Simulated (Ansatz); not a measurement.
# The Ti2CO2 MXene monolayer between two gates

Aim: charge, voltage and capacitance of the Ti2CO2 MXene monolayer in a field-effect set-up.

Method: plane-wave DFT, PBE-D3(BJ), Ansatz PAW, in Ansatz 0.2.0.

## 1. Starting point

The cell holds 5 atoms: 2 O, 2 Ti and 1 C. Its edges and angles: a = 3.100 Å, b = 3.100 Å, c = 22.643 Å, α = 90.0°, β = 90.0°, γ = 120.0°. Vacuum lies along c.

## 2. Relaxation

The starting cell is a guess, so the in-plane lattice and the atoms are relaxed first, with the slab cut off from its images along the normal. The program lengthens the vector along the normal by itself, so c and the volume that it reports differ from the typed ones.

Contents of input.yaml:

```yaml
crystal:
  lattice:
    - [3.10024, 0.0, 0.0]
    - [-1.55012, 2.6848865978, 0.0]
    - [0.0, 0.0, 22.6430602255]
  atoms:
    - { symbol: O, position: [0.3333333333, 0.6666666667, 0.3974727758] }
    - { symbol: Ti, position: [0.6666666667, 0.3333333333, 0.4459758489] }
    - { symbol: C, position: [0.0, 0.0, 0.5] }
    - { symbol: Ti, position: [0.3333333333, 0.6666666667, 0.5540241511] }
    - { symbol: O, position: [0.6666666667, 0.3333333333, 0.6025272242] }
  periodic: [true, true, false]
kpoints:
  mp_grid: { grid: [12, 12, 1] }
hamiltonian:
  xc: pbe
  dispersion: d3bj
scf:
  occupations: { method: fermi_dirac, width: 0.05 }
  convergence: { dr2_threshold: 1.0e-09 }
relax:
  f_tol: 0.004
  max_steps: 90
  cell: {}
output:
  write_potential: true
  write_density: true
  volumetric_format: npy
```

Command:

```
$ ansatz run input.yaml --threads 4 --pin off --max-ram 6144MiB --backend cpu --events-out ev --progress --plain --runs-dir out
```

Numbers of over 12 decimals in the logs are rounded to 6 here.

Log:

```text
Warning: crystal.periodic: the lattice vector that does not repeat stood 0.000° off the slab's normal, 22.643 Å along it as the deck builds it. The run solves the slab on a vector along the normal, 33.086 Å long, with every atom where it was (on the deck's vector they left 18.00 Å outside them, and the widest stretch free of ions among them is 1.22 Å). A fractional position that the run reports is one of the run's ce [...]
Warning: relax.cell: scf.convergence.dr2_threshold = 1e-9 eV is looser than the 2.33188058854e-10 eV advised for a relaxation that steers and ends on the stress (1e-10 eV for each atom of the cell: 5, times the square of relax.cell.stress_2d_tol = 0.05 N/m over 14.6 Å (the atoms' height at the walk's start and 5 Å past either face), 3.415e-2 GPa, over a crystal's default 0.05). What an SCF threshold leaves in a stress goes as its square root, and in the free energy as the threshold itself, and one threshold admits the most on a small cell: [figures from the program's tests cut] Set scf.convergence.dr2_threshold to 2.33188058854e-10 eV or tighter. [rest of the remark cut]
crystal.periodic: the lattice vector that does not repeat stood 0.000° off the slab's normal, 22.643 Å along it as the deck builds it. The run solves the slab on a vector along the normal, 33.086 Å long, with every atom where it was (on the deck's vector they left 18.00 Å outside them, and the widest stretch free of ions among them is 1.22 Å). A fractional position that the run reports is one of the run's cell, which [...]
Engine: ansatz 0.2.0, aarch64-unknown-linux-gnu
Pseudopotentials: kind: paw
Pseudopotential: O, paw, valence charge 6, recommended cutoff 420 eV (normal), O.paw.azcp
Pseudopotential: Ti, paw, valence charge 12, recommended cutoff 420 eV (normal), Ti.paw.azcp
Pseudopotential: C, paw, valence charge 4, recommended cutoff 420 eV (normal), C.paw.azcp
Functional definition: PBE
  parameter kappa = 0.804
  parameter beta = 0.066725
  exchange = pbe_x(kappa = kappa, mu = beta*pi^2/3)
  correlation = pbe_c(beta = beta)
Crystal: 5 atoms, lattice volume = 275.402 Å³
Basis set: ecut = 420 eV, 5367 PW (Γ), exchange–correlation on 48×48×450 points (8 copies of the dense FFT grid, shifted against one another)
Bands: 25, of which v1, the nominal top of the filled ones, is band 20 counted from 1 (19 counted from 0)
Symmetry: 12 space group operations
Space group: P-3m1 (ITA 164), of the structure as read, at distance tolerance 6.5e-5 Å
k-points: 19 of 144
Non-local potential: O, projectors of the file, l = 0: 2, l = 1: 2, l = 2: 1
Non-local potential: Ti, projectors of the file, l = 0: 3, l = 1: 2, l = 2: 3, l = 3: 1
Non-local potential: C, projectors of the file, l = 0: 2, l = 1: 2, l = 2: 1
PAW form: soft (Blöchl's): semilocal exchange-correlation on the pseudo side does not see the compensation charge
PAW one-centre angular grid: O, 110 points (default); XC on 64 Gauss nodes
PAW one-centre angular grid: Ti, 590 points (default); XC on 64 Gauss nodes
PAW one-centre angular grid: C, 110 points (default); XC on 64 Gauss nodes
Initial density: superposition of atomic densities (neutral atoms: chi_scale 0, normalization atom), corrected by the library's trained network
Initial wavefunctions: pseudopotential atomic-orbital guess
Functional: x = pbe(κ = 0.804, μ = 0.219515), c = pbe(β = 0.066725)
SCF iter   1: F=—  HF=-6390.748239 eV  |F-HF|=—  |Δ(HF+E_count)|=         —  Δρ=4.03e-3  dr2=7.73e-2  ethr=1.77e-3  ⟨swp⟩=9.9  Hψ=2952  notcnv=0
preconditioner: auto → Resta (q_TF=auto, 1.978 Å⁻¹)  ε∞=2.9  [insulator: Δε(μ)=0.383 eV  Ē_g=7.944 eV  σ=0.050 eV  W_gap=0.95  n_scr=20 (ndim 8)  ℏωp=11.0 eV  f_vac=0.774  D(μ)=0.04/eV (n_scr^D=0)  ε∞_Penn≈2.9  vacuum switching on, ρ_ref=4.6e-3 e/Å³]
SCF iter   2: F=—  HF=-6390.748923 eV  |F-HF|=—  |Δ(HF+E_count)|=   6.84e-4  Δρ=5.72e-3  dr2=1.11e-1  ethr=1.93e-4  ⟨swp⟩=3.6  Hψ=1297  notcnv=0  defer=1
preconditioner: auto → LDOS  [insulator: Δε(μ)=0.292 eV  Ē_g=7.763 eV  σ=0.050 eV  W_gap=0.88  n_scr=20 (ndim 8)  ℏωp=11.0 eV  f_vac=0.775  D(μ)=0.09/eV (n_scr^D=2)  ε∞_Penn≈3.0  β→1.0]
SCF iter   3: F=—  HF=-6390.735383 eV  |F-HF|=—  |Δ(HF+E_count)|=   1.35e-2  Δρ=1.32e-3  dr2=4.85e-3  ethr=1.93e-4  ⟨swp⟩=2.9  Hψ=806  notcnv=0  defer=1
SCF iter   4: F=—  HF=-6390.736037 eV  |F-HF|=—  |Δ(HF+E_count)|=   6.53e-4  Δρ=2.51e-4  dr2=1.41e-4  ethr=1.21e-5  ⟨swp⟩=3.4  Hψ=1091  notcnv=0  defer=1
SCF iter   5: F=—  HF=-6390.736203 eV  |F-HF|=—  |Δ(HF+E_count)|=   1.66e-4  Δρ=7.86e-5  dr2=1.62e-5  ethr=3.52e-7  ⟨swp⟩=4.1  Hψ=1128  notcnv=0  defer=1
SCF iter   6: F=—  HF=-6390.736210 eV  |F-HF|=—  |Δ(HF+E_count)|=   7.15e-6  Δρ=6.90e-5  dr2=2.18e-5  ethr=4.05e-8  ⟨swp⟩=3.4  Hψ=1059  notcnv=0  defer=1
SCF iter   7: F=—  HF=-6390.736207 eV  |F-HF|=—  |Δ(HF+E_count)|=   3.26e-6  Δρ=7.57e-6  dr2=1.70e-7  ethr=4.05e-8  ⟨swp⟩=2.4  Hψ=731  notcnv=0  defer=1
SCF iter   8: F=—  HF=-6390.736205 eV  |F-HF|=—  |Δ(HF+E_count)|=   2.12e-6  Δρ=2.44e-6  dr2=1.14e-8  ethr=4.26e-10  ⟨swp⟩=3.5  Hψ=1143  notcnv=0  defer=1
SCF iter   9: F=—  HF=-6390.736205 eV  |F-HF|=—  |Δ(HF+E_count)|=   2.49e-8  Δρ=7.57e-7  dr2=1.36e-9  ethr=2.84e-11  ⟨swp⟩=3.6  Hψ=1151  notcnv=0  defer=1
SCF iter  10: F=-6390.736205 eV  HF=-6390.736205 eV  |F-HF|=1.09e-11  |Δ(HF+E_count)|=   1.97e-9  Δρ=2.12e-7  dr2=7.84e-11  ethr=2.50e-12  ⟨swp⟩=11.7  Hψ=3608  notcnv=0
SCF 1 converged in 10 iterations: F = -6390.736205 eV  dr2 = 7.84e-11
  greatest PAW one-centre occupation: 0.999 electrons in one spin orbital (limit 2), on the Ti atom at site 3 (counted from 0), in its partial waves of l = 0
relax step   1: F+E_penalty+E_count = -6390.73620469 eV  Δ(F+E_penalty+E_count) = +0.000e0 eV  max|allowed force component| = 3.565e0 eV/Å  Δτ_max = 0.0000 Å  P = -14.158 N/m  Ω = 275.402 Å³  fix = [c, alpha, beta]  reactions: c -0.000 N/m  (10 SCF iters, accepted)
Crystal: 5 atoms, lattice volume = 260.784 Å³
Basis set: ecut = 420 eV, 4995 PW (Γ), exchange–correlation on 48×48×450 points (8 copies of the dense FFT grid, shifted against one another)
Initial density: handed on by an earlier stage of this run
Initial wavefunctions: those handed on with the density
iter 1 solved again at ethr=7.53e-4 eV; its pass at ethr=3.10e-3 eV (dr2=3.01e-1 eV) is discarded
SCF iter   1: F=—  HF=-6391.613180 eV  |F-HF|=—  |Δ(HF+E_count)|=         —  Δρ=1.15e-2  dr2=3.08e-1  ethr=7.53e-4  ⟨swp⟩=1.9  Hψ=4727  notcnv=0
preconditioner: auto → LDOS  [insulator: Δε(μ)=0.249 eV  Ē_g=8.579 eV  σ=0.050 eV  W_gap=0.83  n_scr=20 (ndim 8)  ℏωp=11.3 eV  f_vac=0.769  D(μ)=0.13/eV (n_scr^D=2)  ε∞_Penn≈2.7  β→1.0]
[...]
SCF iter   5: F=—  HF=-6391.559209 eV  |F-HF|=—  |Δ(HF+E_count)|=   3.50e-5  Δρ=4.60e-4  dr2=4.36e-4  ethr=2.16e-6  ⟨swp⟩=4.1  Hψ=1229  notcnv=0
SCF iter   6: F=—  HF=-6391.559167 eV  |F-HF|=—  |Δ(HF+E_count)|=   4.23e-5  Δρ=1.64e-4  dr2=5.13e-5  ethr=1.09e-6  ⟨swp⟩=2.4  Hψ=669  notcnv=0
SCF iter   7: F=—  HF=-6391.559196 eV  |F-HF|=—  |Δ(HF+E_count)|=   2.92e-5  Δρ=2.93e-5  dr2=1.55e-6  ethr=1.28e-7  ⟨swp⟩=3.4  Hψ=987  notcnv=0
SCF iter   8: F=—  HF=-6391.559196 eV  |F-HF|=—  |Δ(HF+E_count)|=   2.28e-7  Δρ=8.78e-6  dr2=1.62e-7  ethr=3.86e-9  ⟨swp⟩=2.8  Hψ=974  notcnv=0
SCF iter   9: F=—  HF=-6391.559196 eV  |F-HF|=—  |Δ(HF+E_count)|=   1.44e-8  Δρ=1.39e-6  dr2=5.06e-9  ethr=4.05e-10  ⟨swp⟩=3.5  Hψ=930  notcnv=0
SCF iter  10: F=-6391.559196 eV  HF=-6391.559196 eV  |F-HF|=7.09e-11  |Δ(HF+E_count)|=   2.64e-9  Δρ=3.15e-7  dr2=1.62e-10  ethr=2.50e-12  ⟨swp⟩=12.7  Hψ=4112  notcnv=0
SCF 3 converged in 10 iterations: F = -6391.559196 eV  dr2 = 1.62e-10
relax step   3: F+E_penalty+E_count = -6391.55919611 eV  Δ(F+E_penalty+E_count) = -3.263e-2 eV  max|allowed force component| = 5.804e-1 eV/Å  Δτ_max = 0.1349 Å  P = -0.124 N/m  Ω = 263.063 Å³  energy of the carried Pulay correction = +8.623e-3 eV  fix = [c, alpha, beta]  reactions: c -0.000 N/m  (10 SCF iters, accepted)
[...]
relax step   4: F+E_penalty+E_count = -6391.59160028 eV  Δ(F+E_penalty+E_count) = -3.240e-2 eV  max|allowed force component| = 6.142e-2 eV/Å  Δτ_max = 0.0592 Å  P = -0.096 N/m  Ω = 259.894 Å³  energy of the carried Pulay correction = +1.090e-2 eV  fix = [c, alpha, beta]  reactions: c -0.000 N/m  (9 SCF iters, accepted)
[...]
relax step   5: F+E_penalty+E_count = -6391.59163735 eV  Δ(F+E_penalty+E_count) = -3.706e-5 eV  max|allowed force component| = 3.870e-2 eV/Å  Δτ_max = 0.0024 Å  P = -0.008 N/m  Ω = 259.991 Å³  energy of the carried Pulay correction = +1.083e-2 eV  fix = [c, alpha, beta]  reactions: c -0.000 N/m  (7 SCF iters, accepted)
[...]
relax step   6: F+E_penalty+E_count = -6391.59173826 eV  Δ(F+E_penalty+E_count) = -1.009e-4 eV  max|allowed force component| = 3.133e-3 eV/Å  Δτ_max = 0.0013 Å  P = +0.000 N/m  Ω = 259.923 Å³  energy of the carried Pulay correction = +1.088e-2 eV  fix = [c, alpha, beta]  reactions: c +0.000 N/m  (6 SCF iters, accepted)
[...]
relax step   7: F+E_penalty+E_count = -6391.58431951 eV  Δ(F+E_penalty+E_count) = +7.419e-3 eV  max|allowed force component| = 4.087e-3 eV/Å  Δτ_max = 0.0000 Å  P = -0.212 N/m  Ω = 259.923 Å³  fix = [c, alpha, beta]  reactions: c -0.000 N/m  stress off target by 2.12e-1 N/m on what of the cell is left free  SCF on the basis re-selected at this cell (its energy is not comparable with the rows above)  (7 SCF iters)
[...]
relax step   8: F+E_penalty+E_count = -6391.58459875 eV  Δ(F+E_penalty+E_count) = -2.792e-4 eV  max|allowed force component| = 9.026e-4 eV/Å  Δτ_max = 0.0011 Å  P = +0.017 N/m  Ω = 259.601 Å³  energy of the carried Pulay correction = +2.219e-4 eV  fix = [c, alpha, beta]  reactions: c +0.000 N/m  (6 SCF iters, accepted)
iter 1 solved again at ethr=8.41e-8 eV; its pass at ethr=3.10e-3 eV (dr2=3.36e-5 eV) is discarded
SCF iter   1: F=—  HF=-6391.584404 eV  |F-HF|=—  |Δ(HF+E_count)|=         —  Δρ=4.47e-6  dr2=9.43e-9  ethr=8.41e-8  ⟨swp⟩=6.7  Hψ=5385  notcnv=0
eigensolver tolerance schedule: the retry pair's looser diagonalisation over-reported the residual by 3564.40 of it (diagonalisation noise at 0.11 of the residual, at the tolerance the schedule requests for it); recorded, not acted on — ethr = c·dr2/N_el stays at c = 1.0e-1
preconditioner: auto → LDOS  [insulator: Δε(μ)=0.308 eV  Ē_g=8.702 eV  σ=0.050 eV  W_gap=0.90  n_scr=20 (ndim 8)  ℏωp=11.3 eV  f_vac=0.778  D(μ)=0.08/eV (n_scr^D=2)  ε∞_Penn≈2.7  β→1.0]
SCF iter   2: F=—  HF=-6391.584391 eV  |F-HF|=—  |Δ(HF+E_count)|=   1.32e-5  Δρ=3.42e-6  dr2=2.30e-8  ethr=2.36e-11  ⟨swp⟩=6.0  Hψ=1828  notcnv=0
SCF iter   3: F=—  HF=-6391.584391 eV  |F-HF|=—  |Δ(HF+E_count)|=   3.74e-9  Δρ=1.77e-6  dr2=9.24e-9  ethr=2.36e-11  ⟨swp⟩=3.8  Hψ=1126  notcnv=0
SCF iter   4: F=-6391.584391 eV  HF=-6391.584391 eV  |F-HF|=2.93e-10  |Δ(HF+E_count)|=  7.49e-10  Δρ=3.90e-7  dr2=3.53e-10  ethr=2.50e-12  ⟨swp⟩=15.1  Hψ=4582  notcnv=0
SCF 9 converged in 4 iterations: F = -6391.584391 eV  dr2 = 3.53e-10
relax step   9: F+E_penalty+E_count = -6391.58439062 eV  Δ(F+E_penalty+E_count) = +2.081e-4 eV  max|allowed force component| = 9.013e-4 eV/Å  Δτ_max = 0.0000 Å  P = +0.014 N/m  Ω = 259.601 Å³  fix = [c, alpha, beta]  reactions: c +0.000 N/m  stress off target by 1.37e-2 N/m on what of the cell is left free  SCF on the basis re-selected at this cell (its energy is not comparable with the rows above)  (4 SCF iters)
basis re-selected at this cell: Δ(F+E_penalty+E_count) = +2.081e-4 eV, ΔP = -0.004 N/m vs the last step (what re-selecting the basis moved, of the pressure what is left beyond the Pulay correction that the steps carried, after the strain that the cell walked since its last selection, with what the two solves' SCF thresholds leave and, on support functions, any second-order correction that the steps lacked; it is no m [...]
SCF converged after 4 iterations
Free energy (F): -6391.584391 eV
Harris-Foulkes:  -6391.584391 eV  (|F-HF|=2.93e-10)
Internal energy: -6391.583433 eV  (E = F + TS)
E sigma→0 (E₀):  -6391.583912 eV
Entropy (-TS):   -0.000957 eV (-0.191 meV/atom)
Fermi energy:    -5.715416 eV
--- Per-component energies (eV) ---
  E_band       = -1036.451457
  E_kinetic    = 986.076870
  E_local      = -120115.744614  (includes V_loc(G=0)·N_el)
  E_nonlocal   = 130.591733
  E_hartree    = 59435.913278
  E_xc         = -393.797348
  E_vxc        = -496.083297  (∫ρ·V_xc dr)
  E_paw        = -2506.184461  (= ΣΔE_a)
  E_vpaw       = -413.125441  (= ΣTr[D̂ρ^β])
  E_aug_tail   = 0.005251  (compensation charges beyond the density's cutoff)
  E_ewald      = 56072.728000
  E_disp       = -1.172144  (pairwise vdW)
  E_smearing   = -0.000957  (= −TS)
  E_closure    = -0.000000  (closes the sum)
  Σ components = -6391.584391   (vs F -6391.584391, Δ=0.00e0)
--- Forces (eV/Å), atoms counted from 1 ---
  atom   1  O      0.00000000     0.00000000     0.00012375
  atom   2  Ti    -0.00000000     0.00000000     0.00090127
  atom   3  C      0.00000000     0.00000000     0.00000000
  atom   4  Ti     0.00000000    -0.00000000    -0.00090127
  atom   5  O     -0.00000000    -0.00000000    -0.00012375
  max |Σ_I F_I| component: 1.08e-19 eV/Å
--- 2D stress c σ (N/m, compression-positive) ---
        0.013679       0.000000      -0.000000
        0.000000       0.013679      -0.000000
       -0.000000      -0.000000       0.000000
  P = ½ c Tr σ = 0.0137 N/m
--- Band table (eV; the first three rows and the last of 19) ---
  k-point 0: bands = [... 16 lower, -10.3513, -6.9818, -5.8389, -5.8389, -5.1721, -5.1721, -4.3450, -4.3450, ... 1 higher]
  k-point 1: bands = [... 16 lower, -10.1662, -6.8645, -6.5908, -6.3085, -4.9843, -4.7180, -4.4327, -4.3026, ... 1 higher]
  k-point 2: bands = [... 16 lower, -9.8532, -7.7634, -6.8780, -6.8457, -5.1379, -4.4733, -4.1677, -3.8721, ... 1 higher]
  k-point 18: bands = [... 16 lower, -9.9227, -9.0083, -8.7036, -8.7036, -4.6454, -4.2151, -4.2151, -3.3947, ... 1 higher]
  the weakly bound empty levels are not read free of the cell's end (no_gap_told)
--- Relaxed structure (7 steps of the walk, 7 accepted, 2 SCFs on fresh bases) ---
  F+E_penalty+E_count = -6391.58439062 eV   max|allowed force component| = 9.013e-4 eV/Å   (the final SCF, on the basis selected at the relaxed cell)
  cell:  # Å, volume = 259.6012 Å³
    - [3.009990, 0, 0]
    - [-1.504995, 2.606728, 0]
    - [0, 0, 33.086120]
  atoms:
    - { symbol: O, position: [0.333333, 0.666667, 0.275211] }
    - { symbol: Ti, position: [0.666667, 0.333333, 0.302832] }
    - { symbol: C, position: [0, 0, 0.342184] }
    - { symbol: Ti, position: [0.333333, 0.666667, 0.381535] }
    - { symbol: O, position: [0.666667, 0.333333, 0.409157] }
```

Wall time 30 s (4 threads of Arm Neoverse V1, shared host); peak memory 0.66 GiB; 1.8 min of CPU time.

This run has no spin polarisation, although Ti can carry a moment.

Relaxation path:

| step | energy less that of the first step (eV) | largest force component (eV/Å) | volume (Å³) |
| --- | --- | --- | --- |
| 1 | 0.0000 | 3.5648 | 275.40 |
| 2 | -0.7904 | 0.8337 | 260.78 |
| 3 | -0.8230 | 0.5804 | 263.06 |
| 4 | -0.8554 | 0.0614 | 259.89 |
| 5 | -0.8554 | 0.0387 | 259.99 |
| 6 | -0.8555 | 0.0031 | 259.92 |
| 7* | -0.8481 | 0.0041 | 259.92 |
| 8 | -0.8484 | 0.0009 | 259.60 |
| 9* | -0.8482 | 0.0009 | 259.60 |

Relaxation steps marked * repeat the geometry before them on a plane-wave basis chosen anew for their cell, so energy and pressure can jump there.

Forces are held to the 12 operations that the run works with; a distortion that breaks them can't arise in this run.

```csv
cell as run,before,after,change
a (Å),3.100,3.010,-2.9 %
b (Å),3.100,3.010,-2.9 %
```

The atoms that moved most (Å, along periodic axes as changes of fractional coordinates times the final cell, across vacuum about the mean position):

```csv
atom,dx,dy,dz,length
O1,0.000,0.000,0.106,0.106
O5,0.000,0.000,-0.106,0.106
Ti2,0.000,0.000,-0.079,0.079
Ti4,0.000,0.000,0.079,0.079
```

The relaxed structure:

```xyz
5
Lattice="3.0100 0.0000 0.0000 -1.5050 2.6067 0.0000 0.0000 0.0000 33.0861" Properties=species:S:1:pos:R:3
O     0.0000    1.7378    9.1057
Ti    1.5050    0.8689   10.0195
C     0.0000    0.0000   11.3215
Ti    0.0000    1.7378   12.6235
O     1.5050    0.8689   13.5374
```

Numbers from this step:

| Quantity | Value |
| --- | --- |
| energy at zero smearing | -6391.5839 eV |

The lattice constant a goes from 3.100 to 3.010 Å.

(Continued in part 2 of 3.)

[Logs are printed without paths, hosts, clocks, repeated set-up lines and the standing remarks that a program may print on its own settings, such as how far it seeks lower states.]

[Hosts, paths, dates, database ids (printed as entryN), source tags and the programs' standing remarks are cut or masked in the printed files.]

[Maps of the electrostatic potential energy from Ansatz leave out the sawtooth potential of an applied field or a dipole correction, so their vacuum need not be flat; planar profiles and work functions include it.]
